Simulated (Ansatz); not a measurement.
## Notes on TaSb

```xyz
4
Lattice="0.0000 3.6296 0.0000 3.6296 0.0000 0.0000 1.8148 1.8148 -6.2074" Properties=species:S:1:pos:R:3 pbc="T T T"
Ta    0.0000    0.0000    0.0000
Ta    1.8148    3.6296   -3.1037
Sb    1.8148    1.8148    0.0000
Sb    3.6296    1.8148   -3.1037
```

The numbers come from plane-wave PAW DFT (Ansatz): r2SCAN, no spin polarisation, 500 eV, 10×10×10 Γ-centred k points, fermi-dirac occupations (width 0.1 eV). Nothing was relaxed.

Problem. What do density and ELF say about some of the short contacts?

Solution. Ta–Sb at 2.57 Å: least valence density 0.51 e/Å³ and ELF 0.43 there. Both are smooth PAW fields, read partly inside the augmentation spheres.

Problem. What happens at the Fermi level?

Solution. It is a metal, with about 1.7 states/eV a cell as the mean within 0.25 eV of the Fermi level, mostly Ta d (86 %).

Problem. How is the charge shared?

Solution. Bader charges in e: Ta +0.69, Sb -0.69. In the mean Ta gives up most and Sb takes most.

Problem. Is the cell too large or too small?

Solution. The pressure is 20.3 GPa (compression positive), so with the atoms held at these fractions the cell would first expand. The principal stresses -15.5, 38.2, 38.2 GPa differ, so its shape would change too.

Origin: a known structure type with other elements, at an estimated volume, so it need not be a known compound. Caveats: atoms or cell far from equilibrium.
